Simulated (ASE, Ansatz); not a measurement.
# Convergence of a linear-scaling basis for twisted 1T-ZrS2 monolayer on bilayer, 4.41° (1521 atoms)

Wanted: errors and times of a linear-scaling basis for twisted 1T-ZrS2 monolayer on bilayer, 4.41° (1521 atoms). A setting counts as converged where the r.m.s. difference of forces stays under 1 % of the r.m.s. force.

Calculated with Ansatz 0.2.0; Kohn-Sham DFT, PBEsol, PAW (set soft_2), localised support functions (medium).

## (1) The starting structure

The cell holds 1521 atoms: 507 Zr and 1014 S. Its edges and angles: a = 47.580 Å, b = 47.580 Å, c = 29.160 Å, α = 90.0°, β = 90.0°, γ = 120.0°. It derives from ZrS2 (1T-ZrS2). 1T-ZrS2 (a = 3.66 Å) under 1T-ZrS2 (a = 3.66 Å), monolayer on bilayer, commensurate cell of 169 unit cells a layer, twist 4.41 deg; facing planes 3.22, 3.18 Å apart; 14 Å of vacuum; layers as built, displaced by a Gaussian of 0.01 Å. Regions: layer 1, 507 atoms (169 Zr and 338 S); layer 2, 507 atoms (169 Zr and 338 S); layer 3, 507 atoms (169 Zr and 338 S). Vacuum lies along c.

What the set-up can't give: The functional has no dispersion term, which matters for the binding between molecules or layers. Beside vacuum, support functions can miss their usual error bounds without a warning. Sampling is at Γ alone, for a cell whose shortest periodic width is 41 Å.

## (2) Support functions medium

This cell is solved in support functions at the level medium, which serves as the reference here; no plane-wave run stands beside it.

input.yaml reads:

```yaml
crystal:
  lattice:
    - [47.58, 0.0, 0.0]
    - [-23.79, 41.20549, 0.0]
    - [0.0, 0.0, 29.16]
  atoms:
    - { symbol: Zr, position: [0.00594, 0.87019, 0.29022] }
    - { symbol: S, position: [0.04996, 0.91553, 0.33998] }
    - { symbol: S, position: [0.05117, 0.87162, 0.24011] }
    - { symbol: Zr, position: [0.0472, 0.95874, 0.29064] }
    - { symbol: S, position: [0.09066, 0.00389, 0.34026] }
    - { symbol: S, position: [0.09264, 0.96034, 0.24032] }
    - { symbol: Zr, position: [0.0116, 0.73964, 0.29031] }
    - { symbol: S, position: [0.05498, 0.78499, 0.34004] }
    - { symbol: S, position: [0.05711, 0.74146, 0.24083] }
    - { symbol: Zr, position: [0.05343, 0.82852, 0.29011] }
    - { symbol: S, position: [0.09662, 0.87374, 0.33984] }
    - { symbol: S, position: [0.09875, 0.83027, 0.23985] }
    - { symbol: Zr, position: [0.09465, 0.91675, 0.29036] }
    - { symbol: S, position: [0.13806, 0.96258, 0.3406] }
    - { symbol: S, position: [0.1398, 0.91952, 0.23968] }
    - { symbol: Zr, position: [0.01765, 0.60969, 0.29069] }
    - { symbol: S, position: [0.06114, 0.65485, 0.33969] }
    - { symbol: S, position: [0.0632, 0.61147, 0.24] }
    - { symbol: Zr, position: [0.05868, 0.69755, 0.28994] }
    - { symbol: S, position: [0.10289, 0.74354, 0.33975] }
    - { symbol: S, position: [0.10485, 0.70013, 0.24014] }
    - { symbol: Zr, position: [0.10085, 0.78688, 0.29044] }
    - { symbol: S, position: [0.144, 0.83225, 0.34002] }
    - { symbol: S, position: [0.14536, 0.78848, 0.24061] }
    - { symbol: Zr, position: [0.14144, 0.87488, 0.29007] }
    - { symbol: S, position: [0.18534, 0.92122, 0.33986] }
    - { symbol: S, position: [0.18771, 0.8777, 0.23988] }
    - { symbol: Zr, position: [0.18367, 0.96448, 0.2903] }
    - { symbol: S, position: [0.22659, 0.00968, 0.34057] }
    - { symbol: S, position: [0.22893, 0.96658, 0.23992] }
    - { symbol: Zr, position: [0.02355, 0.47881, 0.29037] }
    - { symbol: S, position: [0.06747, 0.525, 0.33993] }
    [... 1483 atom lines left out ...]
    - { symbol: Zr, position: [0.96479, 0.18314, 0.71014] }
    - { symbol: S, position: [0.00988, 0.22639, 0.7597] }
    - { symbol: S, position: [0.00754, 0.18071, 0.65923] }
    - { symbol: Zr, position: [0.95809, 0.04726, 0.70977] }
    - { symbol: S, position: [0.00394, 0.09099, 0.75987] }
    - { symbol: S, position: [0.00152, 0.04496, 0.65955] }
kpoints:
  mp_grid: { grid: [1, 1, 1] }
hamiltonian:
  xc: pbesol
scf:
  occupations: { method: fixed }
  eigensolver: { kind: { support_functions: { accuracy: medium } } }
  mixing: { beta: 0.2 }
  max_iter: 150
output:
  forces: true
  eigenvalues: true
```

On the command line:

```sh
$ ansatz run input.yaml --threads 32 --pin off --max-ram 143360MiB --backend cuda --events-out ev --progress --plain --runs-dir out
```

Numbers of over 12 decimals in the logs are rounded to 6 here.

The program printed:

```text
Warning: scf.eigensolver.kind.support_functions: disabling space-group detection — the functions' gradient is summed over unrotated k-points, so no spatial operation reduces the k-mesh or symmetrises the density; time reversal is kept, so that k and −k are solved as one point where they differ and the mesh holds both, and exact exchange and, on two spinor components, a DFT+U term hold to it where the run has them: [...]
settings of this run that can trade accuracy for cost: scf.eigensolver.kind.support_functions [...]
Engine: ansatz 0.2.0, aarch64-unknown-linux-gnu
Pseudopotentials: kind: paw
Pseudopotential: Zr, paw, valence charge 12, recommended cutoff 420 eV (normal), Zr.paw.azcp
Pseudopotential: S, paw, valence charge 6, recommended cutoff 420 eV (normal), S.paw.azcp
[... 3 lines on functional and potentials left out ...]
device memory: the entry about to start is reckoned to put 48.3 GiB on a device that reports 182.5 GiB free
GPU FFT provider: cuFFT
GPU libraries: cuBLAS 13.8.1, cuFFT 12.4.0, cuSOLVER 12.3.2
GPU matrix products: emulated (plane waves: as basis.precision tells), large ones in fixed point in workspaces of 1.00 GiB
Crystal: 1521 atoms, lattice volume = 57169.848 Å³
Basis set: ecut = 420 eV, 1117639 PW (Γ), exchange–correlation on 640×640×400 points (8 copies of the dense FFT grid, shifted against one another)
Bands: 7301, of which v1, the nominal top of the filled ones, is band 6084 counted from 1 (6083 counted from 0)
Symmetry: 1 space group operations
k-points: 1
[... 7 lines on functional and potentials left out ...]
Initial density: superposition of atomic densities (neutral atoms: chi_scale 0, normalization atom)
Initial wavefunctions: pseudopotential atomic-orbital guess
GPU buffer pool allocated for 20480000 grid points (all kernels)
Functional: x = pbesol(κ = 0.804, μ = 0.123457), c = pbesol(β = 0.046)
SCF iter   1: F=—  HF=-2992723.872144 eV  |F-HF|=—  |Δ(HF+E_count)|=         —  Δρ=3.49e-2  dr2=1.17e3  ethr=1.00e-1
preconditioner: auto → Resta (q_TF=auto, 2.108 Å⁻¹)  ε∞=13.8  [insulator: Δε(μ)=1.705 eV  Ē_g=7.804 eV  n_scr=9114 (ndim 8)  ℏωp=14.0 eV  f_vac=0.366  ε∞_Penn≈4.2  vacuum switching on, ρ_ref=1.1e-3 e/Å³]
SCF iter   2: F=—  HF=-2993085.305744 eV  |F-HF|=—  |Δ(HF+E_count)|=    3.61e2  Δρ=2.95e-2  dr2=7.64e2  ethr=9.65e-3
SCF iter   3: F=—  HF=-2993005.495138 eV  |F-HF|=—  |Δ(HF+E_count)|=    7.98e1  Δρ=2.28e-2  dr2=4.59e2  ethr=6.28e-3  κ⁻¹=1.0e0(r=1)
SCF iter   4: F=—  HF=-2992884.658689 eV  |F-HF|=—  |Δ(HF+E_count)|=    1.21e2  Δρ=8.21e-3  dr2=9.03e1  ethr=3.78e-3  κ⁻¹=2.1e-4(r=2)
SCF iter   5: F=—  HF=-2992876.961212 eV  |F-HF|=—  |Δ(HF+E_count)|=    7.70e0  Δρ=3.66e-3  dr2=1.39e1  ethr=7.42e-4  κ⁻¹=8.5e-5(r=3)
SCF iter   6: F=—  HF=-2992876.550578 eV  |F-HF|=—  |Δ(HF+E_count)|=   4.11e-1  Δρ=2.48e-3  dr2=6.55e0  ethr=1.14e-4  κ⁻¹=5.2e-5(r=4)
SCF iter   7: F=—  HF=-2992877.390211 eV  |F-HF|=—  |Δ(HF+E_count)|=   8.40e-1  Δρ=9.33e-4  dr2=1.52e0  ethr=5.38e-5  κ⁻¹=2.2e-6(r=5)
SCF iter   8: F=—  HF=-2992877.725026 eV  |F-HF|=—  |Δ(HF+E_count)|=   3.35e-1  Δρ=1.10e-3  dr2=1.13e0  ethr=1.25e-5  κ⁻¹=2.1e-6(r=6)
SCF iter   9: F=—  HF=-2992878.553368 eV  |F-HF|=—  |Δ(HF+E_count)|=   8.28e-1  Δρ=4.39e-4  dr2=2.58e-1  ethr=9.31e-6  κ⁻¹=3.9e-7(r=7)
SCF iter  10: F=—  HF=-2992878.606412 eV  |F-HF|=—  |Δ(HF+E_count)|=   5.30e-2  Δρ=3.33e-4  dr2=1.16e-1  ethr=2.12e-6  κ⁻¹=1.1e-6(r=7)
[...]
SCF iter  13: F=—  HF=-2992878.795440 eV  |F-HF|=—  |Δ(HF+E_count)|=   2.68e-2  Δρ=6.38e-5  dr2=3.05e-3  ethr=4.11e-7  κ⁻¹=1.7e-5(r=7)
SCF iter  14: F=—  HF=-2992878.824763 eV  |F-HF|=—  |Δ(HF+E_count)|=   2.93e-2  Δρ=5.22e-5  dr2=1.48e-3  ethr=2.51e-8  κ⁻¹=1.4e-4(r=7)
SCF iter  15: F=—  HF=-2992878.848634 eV  |F-HF|=—  |Δ(HF+E_count)|=   2.39e-2  Δρ=3.12e-5  dr2=5.90e-4  ethr=1.22e-8  κ⁻¹=3.2e-5(r=7)
SCF iter  16: F=—  HF=-2992878.868386 eV  |F-HF|=—  |Δ(HF+E_count)|=   1.98e-2  Δρ=2.50e-5  dr2=3.85e-4  ethr=4.85e-9  κ⁻¹=4.5e-5(r=7)
SCF iter  17: F=—  HF=-2992878.885691 eV  |F-HF|=—  |Δ(HF+E_count)|=   1.73e-2  Δρ=1.29e-5  dr2=2.07e-4  ethr=3.16e-9  κ⁻¹=6.4e-6(r=7)
SCF iter  18: F=—  HF=-2992878.900775 eV  |F-HF|=—  |Δ(HF+E_count)|=   1.51e-2  Δρ=9.56e-6  dr2=7.46e-5  ethr=1.70e-9  κ⁻¹=1.5e-6(r=7)
SCF iter  19: F=—  HF=-2992878.914007 eV  |F-HF|=—  |Δ(HF+E_count)|=   1.32e-2  Δρ=5.94e-6  dr2=2.94e-5  ethr=6.13e-10  κ⁻¹=5.6e-6(r=7)
SCF iter  20: F=—  HF=-2992878.925897 eV  |F-HF|=—  |Δ(HF+E_count)|=   1.19e-2  Δρ=5.02e-6  dr2=2.04e-5  ethr=2.41e-10  κ⁻¹=5.2e-5(r=7)
SCF iter  21: F=—  HF=-2992878.925900 eV  |F-HF|=—  |Δ(HF+E_count)|=   3.29e-6  Δρ=1.68e-6  dr2=7.35e-6  ethr=1.68e-10  κ⁻¹=5.9e-5(r=7)
SCF iter  22: F=-2992878.925898 eV  HF=-2992878.925894 eV  |F-HF|=4.33e-6  |Δ(HF+E_count)|=   6.37e-6  Δρ=1.82e-6  dr2=4.41e-6  ethr=6.04e-11
SCF 1 converged in 22 iterations: F = -2992879.294405 eV  dr2 = 4.41e-6
  greatest PAW one-centre occupation: 0.996 electrons in one spin orbital (limit 2), on the Zr atom at site 678 (counted from 0), in its partial waves of l = 0
SCF converged after 22 iterations
Stability not checked: this state was not tested for a lower state beside it, because the mixer in use, unlike msr1, does not test its closes by its own steps (another_mixer; see scf.mixing.algorithm and scf.lower_state_search)
Free energy (F): -2992879.294405 eV
Harris-Foulkes:  -2992879.294401 eV  (|F-HF|=4.33e-6)
Internal energy: -2992879.294405 eV  (E = F + TS)
E sigma→0 (E₀):  -2992879.294405 eV
Fermi energy:    1.632560 eV
--- Per-component energies (eV) ---
  E_band       = -148220.799675
  E_kinetic    = 276442.555636
  E_local      = -5775106.575365  (includes V_loc(G=0)·N_el)
  E_nonlocal   = 69264.635364
  E_softening  = 0.894697  (part of E_nonlocal)
  E_grid_corr  = 0.104549  (part of E_nonlocal)
  E_hartree    = 2756123.778972
  E_xc         = -178931.313587
  E_vxc        = -185182.200369  (∫ρ·V_xc dr)
  E_paw        = -2062303.891431  (= ΣΔE_a)
  E_vpaw       = -45887.944221  (= ΣTr[D̂ρ^β])
  E_aug_tail   = 0.013088  (compensation charges beyond the density's cutoff)
  E_ewald      = 1921485.034571
  E_core_change = 146.836855  (= ΣΔE_core)
  E_smearing   = -0.000000  (= −TS)
  E_closure    = 0.000000  (closes the sum)
  E_support_correction = -0.368507  (second-order, or where that is not computed along the SCF)
  E_support_correction_error = 3.7e-2  (of E_support_correction; not in F)
  Σ components = -2992879.294405   (vs F -2992879.294405, Δ=0.00e0)
--- Forces (eV/Å), atoms counted from 1 ---
[... 1521 lines of forces left out ...]
  max |Σ_I F_I| component: 1.88e-2 eV/Å
--- Band table (eV) ---
[... left out ...]
```

The job ended after 62 s (1 × NVIDIA GB200 with 32 threads of Arm Neoverse V2, shared host; peak memory 9.4 GiB).

That memory is the host's; the program planned up to 48.3 GiB on the GPU. Forces of this run were stored rounded, and per-atom blocks of the log weren't kept.

The program notes that the band table was not solved further than the SCF left it and it switched symmetry off.

Read from the output:

```yaml
free_energy: -2992879.2944 eV
free_energy_per_atom: -1967.7050 eV/atom
scf_cycles: 22
r_m_s_force_component: 0.1674 eV/Å
longest_force: 0.6659 eV/Å
fermi_energy: 1.633 eV
spacing_of_highest_filled_and_lowest_empty_level: 0.9201 eV
```

Length of the force by element:

```csv
element,coordination,atoms,mean length of the force (eV/Å),spread,least,most
S,all,1014,0.302,0.0957,0.038,0.666
Zr,all,507,0.209,0.0885,0.0152,0.522
```

By region:

```
 region  atoms  mean length of the force (eV/Å)
layer 1    507                            0.265
layer 2    507                            0.276
layer 3    507                            0.272
```

The levels nearest the highest filled one (over half full), pooled over k-points and spins:

```csv
level less the highest filled one (eV),occupation
-0.031,2
-0.0264,2
-0.0239,2
-0.0206,2
-5.0e-4,2
0,2
0.920,0
0.922,0
0.933,0
0.937,0
0.940,0
0.948,0
```

## (3) Distances and neighbours

These statistics describe the geometry on which the runs were made.

Normalised to the volume that the atoms fill. g(r), total and by pair (bins of 0.1 Å):

```
r (Å)  total    S-S   S-Zr  Zr-Zr
 2.45   0.00   0.00   0.00   0.00
 2.55  10.60   0.00  23.80   0.00
 2.65   0.13   0.00   0.29   0.00
 2.75   0.00   0.00   0.00   0.00
 2.85   0.00   0.00   0.00   0.00
 2.95   0.00   0.00   0.00   0.00
 3.05   0.00   0.00   0.00   0.00
 3.15   0.02   0.04   0.00   0.00
 3.25   0.07   0.15   0.00   0.00
 3.35   0.07   0.15   0.00   0.00
 3.45   0.06   0.13   0.00   0.00
 3.55   1.07   2.40   0.00   0.00
 3.65   9.65  15.80   0.00  23.60
 3.75   0.07   0.14   0.00   0.05
 3.85   0.85   1.91   0.00   0.00
 3.95   0.06   0.14   0.00   0.00
 4.05   0.05   0.11   0.00   0.00
 4.15   0.05   0.11   0.00   0.00
 4.25   0.06   0.13   0.00   0.00
 4.35   0.05   0.10   0.00   0.00
 4.45   3.50   0.11   7.77   0.00
 4.55   0.12   0.09   0.18   0.00
 4.65   0.43   0.10   0.86   0.00
 4.75   0.17   0.11   0.27   0.00
 4.85   0.13   0.10   0.20   0.00
 4.95   0.14   0.11   0.20   0.00
 5.05   0.12   0.09   0.19   0.00
 5.15   1.46   3.11   0.18   0.00
 5.25   0.19   0.25   0.19   0.00
 5.35   0.46   0.87   0.17   0.00
 5.45   0.11   0.08   0.17   0.00
 5.55   0.12   0.10   0.18   0.00
 5.65   0.11   0.08   0.17   0.00
 5.75   4.08   0.09   9.09   0.00
 5.85   0.37   0.08   0.75   0.00
 5.95   1.44   0.08   3.17   0.00
 6.05   0.11   0.09   0.16   0.03
 6.15   0.21   0.23   0.16   0.29
 6.25   0.74   1.43   0.15   0.30
 6.35   4.08   6.98   0.15   8.22
 6.45   1.34   2.36   0.15   2.03
 6.55   0.45   0.60   0.15   1.05
 6.65   0.18   0.21   0.14   0.27
 6.75   0.20   0.22   0.15   0.30
```

Bonds by pair of elements; cutoffs follow the first minimum of g(r), held within bounds set by covalent radii, and pairs that aren't listed don't count as bonded:

```
pair A-B  cutoff (Å)  bonds  mean length (Å)  spread (Å)  shortest (Å)  B about A  A about B
    S-Zr        3.28   3042             2.57       0.014          2.52          3          6
```

How many atoms have how many bonded neighbours:

```
element  mean     3    6
      S     3  1014    0
     Zr     6     0  507
```

Bond angles (no mean is given where the spread exceeds 20°):

| angle | count | mean (°) | spread (°) |
| --- | --- | --- | --- |
| S-Zr-S | 7605 | - | - |
| Zr-S-Zr | 3042 | 90.9 | 0.5 |

First main peaks of g(r), for some of the pairs, lie near 3.65 Å (S-S), 2.57 Å (S-Zr) and 3.66 Å (Zr-Zr). With the cutoffs above, all S atoms have 3 and all Zr atoms have 6 bonded neighbours.

Local excerpt of 14 atoms (numbers count through the whole input) about S1368, which bears the longest force; x, y, z are measured from there.

| atom | x | y | z | distance (Å) | bonds | Fx | Fy | Fz (eV/Å) |
| --- | --- | --- | --- | --- | --- | --- | --- | --- |
| S1368 | 0.00 | 0.00 | 0.00 | 0.00 | 3 | -0.019 | 0.111 | 0.656 |
| Zr1366 | -2.10 | 0.10 | 1.49 | 2.58 | 6 | 0.142 | -0.121 | 0.066 |
| Zr1399 | 1.00 | -1.87 | 1.48 | 2.58 | 6 | -0.052 | 0.219 | 0.102 |
| Zr1135 | 1.13 | 1.81 | 1.49 | 2.61 | 6 | -0.005 | -0.124 | -0.186 |
| S878 | 0.13 | -0.08 | -3.14 | 3.14 | 3 | 0.083 | 0.058 | -0.551 |
| S1400 | 2.10 | -0.04 | 2.94 | 3.61 | 3 | 0.115 | -0.133 | -0.250 |
| S1367 | -0.97 | 1.89 | 2.93 | 3.62 | 3 | -0.121 | -0.010 | -0.160 |
| S1364 | -1.11 | -1.78 | 2.96 | 3.63 | 3 | -0.075 | 0.127 | -0.337 |
| S1365 | -0.14 | -3.63 | 0.04 | 3.63 | 3 | -0.072 | -0.086 | 0.216 |
| S1335 | -3.22 | -1.68 | 0.03 | 3.64 | 3 | -0.063 | 0.013 | 0.377 |
| S1401 | 3.10 | -1.92 | 0.03 | 3.65 | 3 | 0.026 | -0.062 | 0.357 |
| S1521 | 0.14 | 3.66 | 0.02 | 3.66 | 3 | 0.060 | 0.174 | 0.503 |
| S1512 | -3.09 | 1.97 | 0.04 | 3.66 | 3 | -0.044 | 0.008 | 0.269 |
| S1137 | 3.26 | 1.74 | 0.03 | 3.70 | 3 | -0.097 | -0.036 | 0.322 |

The column of bonds counts only the pairs S-Zr within 3.28 Å; other neighbours, such as metal atoms beside each other in a compound, aren't counted, and periodic images can show an atom twice.

## (4) Truncated density matrix

Cutting the density matrix at a range is meant to remove the step that grows fastest with size; it needs a cell with a gap.

This step: Kohn-Sham DFT, PBEsol, PAW (set soft_2), localised support functions (medium), truncated density matrix (Ansatz 0.2.0).

input.yaml, the sections that differ from step 2:

```yaml
scf:
  occupations: { method: fixed }
  eigensolver:
    kind:
      support_functions: { accuracy: medium, density_matrix: { truncated: {} } }
  mixing: { beta: 0.2 }
  max_iter: 150
output:
  forces: true
# crystal, kpoints, hamiltonian: as in step 2
```

The program printed:

```text
[...]
GPU FFT provider: cuFFT
GPU libraries: cuBLAS 13.8.1, cuFFT 12.4.0, cuSOLVER 12.3.2
[...]
Crystal: 1521 atoms, lattice volume = 57169.848 Å³
Basis set: ecut = 420 eV, 1117639 PW (Γ), exchange–correlation on 640×640×400 points (8 copies of the dense FFT grid, shifted against one another)
Bands: 6249, of which v1, the nominal top of the filled ones, is band 6084 counted from 1 (6083 counted from 0)
[... 1 set-up line as in the run before ...]
k-points: 1
[...]
GPU buffer pool allocated for 20480000 grid points (all kernels)
Eigensolver: Support functions (medium, 192×192×120 points, laid for a spacing of at most 0.257060 Å, radius 4.286753 Å, up to 4.323008 Å in less dense regions, 980 sites without an atom, 2 species' potentials softened for the grid, 0 wholly corrected for its errors in the mean over positions, [...]
[...]
SCF iter   1: F=—  HF=-2992723.852788 eV  |F-HF|=—  |Δ(HF+E_count)|=         —  Δρ=3.49e-2  dr2=1.17e3  ethr=1.00e-1
[...]
SCF iter  24: F=—  HF=-2992878.958506 eV  |F-HF|=—  |Δ(HF+E_count)|=   4.35e-5  Δρ=2.11e-6  dr2=7.42e-6  ethr=1.65e-10  κ⁻¹=1.4e-4(r=7)
SCF iter  25: F=-2992878.958579 eV  HF=-2992878.958578 eV  |F-HF|=9.44e-7  |Δ(HF+E_count)|=   7.22e-5  Δρ=2.23e-6  dr2=3.88e-6  ethr=6.10e-11
WARN: states of the grid below an occupied one that the support functions miss were sought only among those that the levels near the highest filled one couple to: one that couples little to each, as a local one in a large cell, is not found (with such a state the run ended in a higher one, [...]
SCF 1 converged in 25 iterations: F = -2992879.283159 eV  dr2 = 3.88e-6
[...]
SCF converged after 25 iterations
[...]
Free energy (F): -2992879.283159 eV
[...]
Internal energy: -2992879.283159 eV  (E = F + TS)
E sigma→0 (E₀):  -2992879.283159 eV
Fermi energy:    1.632583 eV
[...]
Σ components = -2992879.283159   (vs F -2992879.283159, Δ=0.00e0)
--- Forces (eV/Å), atoms counted from 1 ---
[... 1521 lines of forces left out ...]
  max |Σ_I F_I| component: 2.13e-2 eV/Å
```

Elapsed: 62 s, on 1 × NVIDIA GB200 with 32 threads; peak memory 9.2 GiB; 2.2 min of CPU time.

That memory is the host's; the program planned up to 62.2 GiB on the GPU.

The program notes that the search for missed states was only partial.

Forces differ from the reference by 0.088 meV/Å r.m.s., 0.052 % of their size, well within a tolerance of 1 %. It took 1.0 times the reference's time.

## (5) Cost against change

Differences are against the support-function reference (Kohn-Sham DFT, PBEsol, PAW (set soft_2), localised support functions (medium)), whose r.m.s. force component is 0.167 eV/Å. Energies are set beside the reference only for runs with its functional, potentials and electron count. Times are for 1 × NVIDIA GB200 with 32 threads of Arm Neoverse V2, shared host.

```csv
run,"Δ force, r.m.s. (meV/Å)",share of r.m.s. force (%),Δ energy (meV/atom),cycles,time,host memory (GiB),planned on the GPU (GiB)
reference,-,-,-,22,62 s,9.4,48
truncated density matrix,0.088,0.0525,0.0074,25,62 s,9.2,62
```

## (6) Outcome

| Item | Value |
| --- | --- |
| free energy per atom | -1967.7050 eV/atom |
| r.m.s. force component | 0.1674 eV/Å |
| gap (highest filled to lowest empty level) | 0.9201 eV |
| wall time of the 2 DFT runs | 2.1 min |

In words: Of the numerical variants, truncated density matrix (0.052 %) stays within 1 % of the reference.

The highest filled and lowest empty levels differ by 0.920 eV (at Γ alone); a semilocal functional tends to put such gaps too low. With the cutoffs above, all S atoms have 3 and all Zr atoms have 6 bonded neighbours.

What to keep in mind: The geometry was built by rule, was displaced at random and isn't relaxed at this level: its force components are 0.17 eV/Å r.m.s.

[Logs are printed without paths, hosts, clocks, repeated set-up lines and the standing remarks that a program may print on its own settings, such as how far it seeks lower states.]

[Hosts, paths, dates, database ids (printed as entryN), source tags and the programs' standing remarks are cut or masked in the printed files.]
